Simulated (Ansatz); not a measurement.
## ZnS (F-43m), a vibration from a frozen displacement

All numbers below come from DFT LDA, scalar-relativistic, plane waves, PAW (Ansatz). Cutoff 420 eV, Γ-centred 10×10×10 k-points, Gaussian smearing of 0.05 eV. No spin polarisation. Energies are free energies at this smearing, counted from the undisturbed cell; pressure is positive in compression.

Reference structure (as given, not relaxed at this level; it stands at -4.7 GPa):

```
Zn S
1.0
     0.00000    2.70465    2.70465
     2.70465    0.00000    2.70465
     2.70465    2.70465    0.00000
Zn S
1 1
Direct
  0.00000 0.00000 0.00000
  0.75000 0.75000 0.75000
```

Every S atom is moved by x along the Cartesian unit vector (0.000, -0.707, -0.707); the cell and all other atoms stay fixed. The cell's volume is 39.57 Å³; the moved atoms weigh 32.060 u together and the others 65.380 u. Some rows repeat others by symmetry and weren't run.

```
  x (Å)  ΔE (meV/cell) total force on the moved atoms along the move (eV/Å) pressure (GPa)
-0.1000          27.00                                                0.5446         -4.4166
-0.0875          20.63                                                0.4746         -4.4935
-0.0750          15.13                                                0.4055         -4.5601
-0.0625          10.49                                                0.3369         -4.6163
-0.0500           6.70                                                0.2688         -4.6622
-0.0250           1.67                                                0.1339         -4.7233
 0.0000           0.00                                                0.0000         -4.7436
 0.0250           1.67                                               -0.1339         -4.7233
 0.0500           6.70                                               -0.2688         -4.6622
 0.0625          10.49                                               -0.3369         -4.6163
 0.0750          15.13                                               -0.4055         -4.5601
 0.0875          20.63                                               -0.4746         -4.4935
 0.1000          27.00                                               -0.5446         -4.4166
```

Task: What frequency belongs to this motion?

Result: The force constant is k = −dF/dx = 5.357 eV/Å², from the parabola through x = -0.0250, 0 and 0.0250. In every cell the moved atoms swing against the rest, so the mass is μ = m₁m₂/(m₁ + m₂) = 21.512 u, and ν̃ = 521.5 cm⁻¹ × √(|k|/μ) = 260 cm⁻¹, at this cell's pressure of -4.7 GPa. To first order in x, and within 1 %, the force on every atom lies along the move and, within each of the two groups, in proportion to the atom's mass, so this is itself a mode at the zone centre of this cell, taken without macroscopic field (the transverse frequency in a polar insulator).

Task: How far does the harmonic law reach?

Result: At x = -0.100 Å, kx²/2 = 26.79 meV against the computed 27.00 meV (+0.8 %): the well is still close to harmonic there.

Task: The pressure changes with x². What does that say about the frequency under compression?

Result: With E = k(V)x²/2, k ∝ V^(−2γ) and x scaling with the cell as V^(1/3), P − P0 = −∂E/∂V = (2γ − 2/3) ΔE/V. At x = 0.0500 Å, V(P − P0) = 39.57 × 0.08146 / 160.2 eV = 20.12 meV and ΔE = 6.70 meV, so γ = 1/3 + V(P − P0)/(2ΔE) = 1.83. This is the Grüneisen parameter of the motion under uniform scaling of the cell: shrinking the cell evenly by 1 % in volume raises the frequency by about 1.83 %.

The transverse optical mode at 260 cm⁻¹ is a stiff, stable oscillation of the Zn sublattice against the S sublattice. Its restoring force comes mainly from stretching and compressing the polar covalent Zn–S bonds. The frequency lies somewhat below the measured one, probably because LDA overbinds and this cell is therefore stretched relative to its own equilibrium volume. The positive Grüneisen parameter fits this reading, since contraction towards that volume would stiffen the mode. Such stiffening is expected when shorter bonds sample a steeper part of the short-range repulsion, and it also explains why displacement makes the pressure less negative.

The equal energies at opposite displacements follow from symmetry: a twofold axis of the zinc-blende structure reverses this direction of motion. Cubic anharmonicity therefore cancels along the chosen line, and the slight hardening at larger amplitude reflects even higher-order terms. The nearly harmonic well thus doesn't show that anharmonicity is weak in general, because a cubic term is allowed for displacements along a Zn–S bond.
